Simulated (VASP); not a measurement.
# AlN (P6_3/mmc) in VASP: a series of runs, part 2 of 2

VASP 6.6.1. Earlier steps stand in the parts before.

### Step 4. Relaxation of cell and atoms, PBEsol

INCAR reads:

```
  PREC = Accurate
  ENCUT = 300
  EDIFF = 1E-7
  ISMEAR = 0
  SIGMA = 0.02
  LREAL = F
  LASPH = T
  NELM = 100
  ALGO = Normal
  ISIF = 3
  LWAVE = F
  LCHARG = F
  GGA = PS
  IBRION = 2
  NSW = 90
  EDIFFG = -0.005
```

KPOINTS reads:

```
Automatic mesh
0
Gamma
  9 9 6
```

POSCAR reads:

```
AlN
1.0
    3.3121157400      0.0000000000      0.0000000000
   -1.6560578700      2.8683763700      0.0000000000
    0.0000000000      0.0000000000      4.1875630000
Al N
2 2
Direct
    0.3333333300      0.6666666700      0.7500000000
    0.6666666700      0.3333333300      0.2500000000
    0.3333333300      0.6666666700      0.2500000000
    0.6666666700      0.3333333300      0.7500000000
```

Started as:

```console
$ cat potpaw_PBE.64/Al/POTCAR potpaw_PBE.64/N/POTCAR > POTCAR
$ mpirun -np 1 vasp_std > vasp.out
```

It took 23 s on 1 thread of AMD EPYC 9R45 (Zen 5), shared host; peak memory 0.1 GiB.

The run converged, but a check on its numbers failed (symmetry, net force, bounds or a known fault of this set-up), so they aren't taken as properties of the crystal.

Caveat: the cutoff lies under the usual one of these potentials, so the numbers hold a large basis-set error; the PAW data sets were made with another functional, which shifts forces and pressure a little; an odd mesh through Γ misses points on the zone boundary, where band edges often lie.

### Step 5. Relaxation of cell and atoms, PBEsol

INCAR: that of step 4 with these lines changed.

```diff
@@ -1,3 +1,3 @@
   PREC = Accurate
-  ENCUT = 300
+  ENCUT = 600
   EDIFF = 1E-7
```

KPOINTS reads:

```
Automatic mesh
0
Gamma
  3 3 2
```

POSCAR is that of step 4.

Potentials or basis: VASP PAW PBE potentials, release 64 (Al, N).

Started as:

```console
$ cat potpaw_PBE.64/Al/POTCAR potpaw_PBE.64/N/POTCAR > POTCAR
$ mpirun -np 1 vasp_std > vasp.out
```

OUTCAR:

```text
PREC = Accurate
   ENCUT = 600
   EDIFF = 1E-7
   ISMEAR = 0
   LREAL = F
   LASPH = T
   NELM = 100
   ISIF = 3
   GGA = PS
   IBRION = 2
   NSW = 90
   EDIFFG = -0.005

 ion  position               nearest neighbor table
   1  0.333  0.667  0.750-   4 1.91   4 1.91   4 1.91   3 2.09   3 2.09   2 2.84   2 2.84   2 2.84
                             2 2.84   2 2.84   2 2.84
   2  0.667  0.333  0.250-   3 1.91   3 1.91   3 1.91   4 2.09   4 2.09   1 2.84   1 2.84   1 2.84
                             1 2.84   1 2.84   1 2.84
   3  0.333  0.667  0.250-   2 1.91   2 1.91   2 1.91   1 2.09   1 2.09
   4  0.667  0.333  0.750-   1 1.91   1 1.91   1 1.91   2 2.09   2 2.09

  LATTYP: Found a hexagonal cell.
 ALAT       =     3.3121157400
 C/A-ratio  =     1.2643166268

  Lattice vectors:

 A1 = (   3.3121157400,   0.0000000000,   0.0000000000)
 A2 = (  -1.6560578700,   2.8683763700,   0.0000000000)
 A3 = (   0.0000000000,   0.0000000000,   4.1875630000)

Analysis of symmetry for initial positions (statically):
=====================================================================
 Subroutine PRICEL returns:
 Original cell was already a primitive cell.

 Routine SETGRP: Setting up the symmetry group for a
 hexagonal supercell.

 Subroutine GETGRP returns: Found 24 space group operations
 (whereof 12 operations were pure point group operations)
 out of a pool of 24 trial point group operations.

The static configuration has the point symmetry D_3d.
 The point group associated with its full space group is D_6h.

Analysis of symmetry for dynamics (positions and initial velocities):
=====================================================================
 Subroutine PRICEL returns:
 Original cell was already a primitive cell.

 Routine SETGRP: Setting up the symmetry group for a
 hexagonal supercell.

 Subroutine GETGRP returns: Found 24 space group operations
 (whereof 12 operations were pure point group operations)
 out of a pool of 24 trial point group operations.

The dynamic configuration has the point symmetry D_3d.
 The point group associated with its full space group is D_6h.

 Subroutine INISYM returns: Found 24 space group operations
 (whereof 12 operations are pure point group operations),
 and found     1 'primitive' translations

----------------------------------------------------------------------------------------

                                     Primitive cell

  volume of cell :      39.7835

  direct lattice vectors                    reciprocal lattice vectors
     3.312115740  0.000000000  0.000000000     0.301921816  0.174314642  0.000000000
    -1.656057870  2.868376370  0.000000000     0.000000000  0.348629284  0.000000000
     0.000000000  0.000000000  4.187563000     0.000000000  0.000000000  0.238802377

  length of vectors
     3.312115740  3.312115739  4.187563000     0.348629284  0.348629284  0.238802377

  position of ions in fractional coordinates (direct lattice)
     0.333333330  0.666666670  0.750000000
     0.666666670  0.333333330  0.250000000
     0.333333330  0.666666670  0.250000000
     0.666666670  0.333333330  0.750000000

  ion indices of the primitive-cell ions
   primitive index   ion index
                 1           1
                 2           2
                 3           3
                 4           4

----------------------------------------------------------------------------------------

 KPOINTS: Automatic mesh

Automatic generation of k-mesh.
 Grid dimensions read from file:
 generate k-points for:    3    3    2

 Generating k-lattice:

  Cartesian coordinates                     Fractional coordinates (reciprocal lattice)
     0.100640605  0.058104881  0.000000000     0.333333333  0.000000000  0.000000000
     0.000000000  0.116209761  0.000000000     0.000000000  0.333333333  0.000000000
     0.000000000  0.000000000  0.119401189     0.000000000  0.000000000  0.500000000

  Length of vectors
     0.116209761  0.116209761  0.119401189

  Shift w.r.t. Gamma in fractional coordinates (k-lattice)
     0.000000000  0.000000000  0.000000000

 Subroutine IBZKPT returns following result:
 ===========================================

 Found      6 irreducible k-points:

 Following reciprocal coordinates:
            Coordinates               Weight
  0.000000  0.000000  0.000000      1.000000
  0.333333 -0.000000  0.000000      6.000000
  0.333333  0.333333  0.000000      2.000000
  0.000000  0.000000  0.500000      1.000000
  0.333333 -0.000000  0.500000      6.000000
  0.333333  0.333333  0.500000      2.000000
   k-points           NKPTS =      6   k-points in BZ     NKDIM =      6   number of bands    NBANDS=     12
   number of dos      NEDOS =    301   number of ions     NIONS =      4
   total plane-waves  NPLWV =  28224
   dimension x,y,z NGX =    28 NGY =   28 NGZ =   36
   dimension x,y,z NGXF=    56 NGYF=   56 NGZF=   72
   ions per type =               2   2
   NGX,Y,Z   is equivalent  to a cutoff of  14.05, 14.05, 14.29 a.u.
   NGXF,Y,Z  is equivalent  to a cutoff of  28.11, 28.11, 28.58 a.u.
 SYSTEM =  unknown system
   PREC   = accura    normal or accurate (medium, high low for compatibility)
   ISTART =      0    job   : 0-new  1-cont  2-samecut
   ICHARG =      2    charge: 1-file 2-atom 10-const
   ISPIN  =      1    spin polarized calculation?
   LNONCOLLINEAR =      F non collinear calculations
   LSORBIT =      F    spin-orbit coupling
   LASPH  =      T    aspherical Exc in radial PAW
   ENCUT  =  600.0 eV  44.10 Ry    6.64 a.u.   6.62  6.62  8.36*2*pi/ulx,y,z
   NELM   =    100;   NELMIN=  2; NELMDL= -5     # of ELM steps
   EDIFF  = 0.1E-06   stopping-criterion for ELM
   LREAL  =      F    real-space projection
   EDIFFG = -.5E-02   stopping-criterion for IOM
   NSW    =     90    number of steps for IOM
   IBRION =      2    ionic relax: 0-MD 1-quasi-New 2-CG
   NFREE  =      1    steps in history (QN), initial steepest desc. (CG)
   ISIF   =      3    stress and relaxation
   ISYM   =      2    0-nonsym 1-usesym 2-fastsym
   POTIM  = 0.5000    time-step for ionic-motion
   TEBEG  =    0.0;   TEEND  =   0.0 temperature during run
   PSTRESS=    0.0 pullay stress
   NELECT =      16.0000    total number of electrons
   NUPDOWN=      -1.0000    fix difference up-down
   EMIN   =  10.00;   EMAX   =-10.00  energy-range for DOS
   EFERMI =   0.00;   METHOD = LEGACY
   ISMEAR =     0;   SIGMA  =   0.02  broadening in eV -4-tet -1-fermi 0-gaus
   EFERMI_NEDOS =   21; number of points for ismear=-14 and -15
   IALGO  =     38    algorithm
   IMIX   =      4    mixing-type and parameters
     AMIX     =   0.40;   BMIX     =  1.00
     AMIX_MAG =   1.60;   BMIX_MAG =  1.00
  volume/ion in A,a.u.               =       9.95        67.12
  Fermi-wavevector in a.u.,A,eV,Ry     =   1.208409  2.283561 19.867928  1.460251
  Thomas-Fermi vector in A             =   2.344017
   LORBIT       =      0    0 simple, 1 ext, 2 COOP (PROOUT), +10 PAW based schemes
   GGA     = PS    functional components
   LHFCALC =     F    Hartree Fock is set to
   AEXX    =    0.0000 exact exchange contribution
   IVDW    =     0    specifies the selected vdW correction
   LEPSILON=     F    determine dielectric tensor
   LRPA    =     F    only Hartree local field effects (RPA)
 conjugate gradient relaxation of ions
 non-spin polarized calculation
 Gauss-broadening in eV      SIGMA  =   0.02
  energy-cutoff  :      600.00
  volume of cell :       39.78
 maximum number of plane-waves:      1349
 NGX is ok and might be reduce to    28
   NGX = 13   NGY = 13   NGZ = 17

--------------------------------------- Ionic step        1  -------------------------------------------

 number of electron      16.0000002 magnetization

 Free energy of the ion-electron system (eV)
  ---------------------------------------------------
  ext. energy  EPLUGINS =         0.00000000
  ---------------------------------------------------
  free energy    TOTEN  =       -30.87554452 eV

  energy without entropy =      -30.87554452  energy(sigma->0) =      -30.87554452

------------------------ aborting loop because EDIFF is reached ----------------------------------------

  FORCE on cell =-STRESS in cart. coord.  units (eV):
  Direction    XX          YY          ZZ          XY          YZ          ZX
  --------------------------------------------------------------------------------------
  -------------------------------------------------------------------------------------
  Total       -0.6584223     -0.6584223     -1.4928340      0.0000000      0.0000000     -0.0000000
  in kB      -26.5162506    -26.5162506    -60.1200182      0.0000000      0.0000000     -0.0000000
  external PRESSURE =     -37.7175064 kB  Pullay stress =       0.0000000 kB
[... 251 lines left out ...]
  energy  without entropy=      -30.8909000321  energy(sigma->0) =      -30.89090003

--------------------------------------- Ionic step        8  -------------------------------------------

 number of electron      16.0000002 magnetization

 Free energy of the ion-electron system (eV)
  ---------------------------------------------------
  ext. energy  EPLUGINS =         0.00000000
  ---------------------------------------------------
  free energy    TOTEN  =       -30.89091407 eV

  energy without entropy =      -30.89091407  energy(sigma->0) =      -30.89091407

 E-fermi :   8.1154     XC(G=0): -11.4350

 val. band max:        8.0142829094   @ k =   0.0000   0.0000   0.0000
 cond. band min:      11.3944765889   @ k =   0.0000   0.0000   0.0000
 fundamental gap:      3.3801936795
 Fermi energy:         8.1154222061

 k-point     1 :       0.0000    0.0000    0.0000
  band No.  band energies     occupation
      1      -8.8409      2.00000
      2      -4.9575      2.00000
      3       1.0809      2.00000
      4       4.6904      2.00000
      5       4.6904      2.00000
      6       6.4819      2.00000
      7       6.4819      2.00000
      8       8.0143      2.00000
      9      11.3945      0.00000
     10      12.5039      0.00000
     11      16.2137      0.00000
     12      16.2137      0.00000
[... 104 lines left out ...]
  FREE ENERGIE OF THE ION-ELECTRON SYSTEM (eV)
  ---------------------------------------------------
  free  energy   TOTEN  =       -30.8909140733 eV

  energy  without entropy=      -30.8909140733  energy(sigma->0) =      -30.89091407

 reached required accuracy - stopping structural energy minimisation
```

OSZICAR:

```text
N       E                     dE             d eps       ncg     rms          rms(c)
DAV:   1     0.579356062619E+02    0.57936E+02   -0.83439E+03   144   0.133E+03
DAV:   2    -0.305900402773E+02   -0.88526E+02   -0.80901E+02   200   0.247E+02
DAV:   3    -0.350746924599E+02   -0.44847E+01   -0.44678E+01   184   0.618E+01
DAV:   4    -0.351142205419E+02   -0.39528E-01   -0.39513E-01   172   0.631E+00
[... 58 lines left out ...]
       N       E                     dE             d eps       ncg     rms          rms(c)
DAV:   1    -0.308909373915E+02   -0.37311E-04   -0.58504E-04   156   0.232E-01    0.328E-02
DAV:   2    -0.308909145121E+02    0.22879E-04   -0.71440E-05   156   0.688E-02    0.898E-03
DAV:   3    -0.308909141486E+02    0.36348E-06   -0.48337E-06   160   0.198E-02    0.303E-03
DAV:   4    -0.308909140733E+02    0.75312E-07   -0.27998E-07   124   0.478E-03
   8 F= -.30890914E+02 E0= -.30890914E+02  d E =-.140152E-04
```

Wall time 12 s (1 thread of AMD EPYC 9R45 (Zen 5), shared host); peak memory 0.13 GiB.

What came out:

```
Free energy                            : -30.8909 eV
Relaxed volume                         : 9.75 Å³/atom
Relaxed cell                           : a = 3.312 Å, b = 3.312 Å, c = 4.106 Å, α = 90.00°, β = 90.00°, γ = 120.00°
Space group after relaxing (to 0.05 Å) : P6_3/mmc (No. 194)
Energy gained by relaxing              : 3.8 meV/atom
Ionic steps                            : 8
Pressure after relaxing                : 0.0 GPa
Band gap on the k mesh                 : 3.38 eV, direct
```

Step by step:
```csv
step,energy change (eV),largest force (eV/Å),pressure (GPa),volume (Å³)
1,0.0000,0.0000,-3.77,39.78
2,-0.0077,0.0000,3.36,38.45
3,-0.0120,0.0000,0.60,38.94
4,-0.0150,0.0000,0.28,38.96
5,-0.0154,0.0000,0.16,38.97
6,-0.0154,0.0000,0.17,38.97
7,-0.0154,0.0000,-0.15,39.03
8,-0.0154,0.0000,0.01,39.00
```

Final structure:
```
Al N
1.0
     3.31188    0.00000    0.00000
    -1.65594    2.86817    0.00000
     0.00000    0.00000    4.10552
Al N
2 2
Direct
  0.33333 0.66667 0.75000
  0.66667 0.33333 0.25000
  0.33333 0.66667 0.25000
  0.66667 0.33333 0.75000
```

Levels at points of the mesh, in eV from the valence-band top:
| k point | band 5 | band 6 | band 7 | band 8 | band 9 | band 10 | band 11 | band 12 |
| --- | --- | --- | --- | --- | --- | --- | --- | --- |
| (0.00, 0.00, 0.00) | -3.32 | -1.53 | -1.53 | 0.00 | 3.38 | 4.49 | 8.20 | 8.20 |
| (0.00, 0.00, 0.50) | -2.47 | -2.47 | -2.47 | -2.47 | 5.74 | 5.74 | 8.34 | 8.34 |

Caveat: the k mesh is coarse (spacing up to 0.75 Å⁻¹), so the values aren't converged; the PAW data sets were made with another functional, which shifts forces and pressure a little.

### Step 6. Summary

```csv
level,k mesh,mesh quality,gap on the mesh (eV),pressure (GPa),relaxed volume (Å³/atom)
PBE,9 × 9 × 6,not flagged,3.27,0.0,9.94
PBE+D3(BJ),9 × 9 × 6,not flagged,3.46,0.0,9.71
PBEsol,3 × 3 × 2,coarse,3.38,0.0,9.75
```

Alike in all rows: task relaxation of cell and atoms; potentials or basis VASP PAW PBE potentials, release 64 (Al, N); no spin polarisation; cell relaxed; cutoff (eV) 600; smearing gaussian 0.02 eV.

Caveats: some runs use coarse meshes; the PAW data sets were made with another functional, which shifts forces and pressure a little (some runs).

Absolute energies hang on the potentials; compare differences alone.
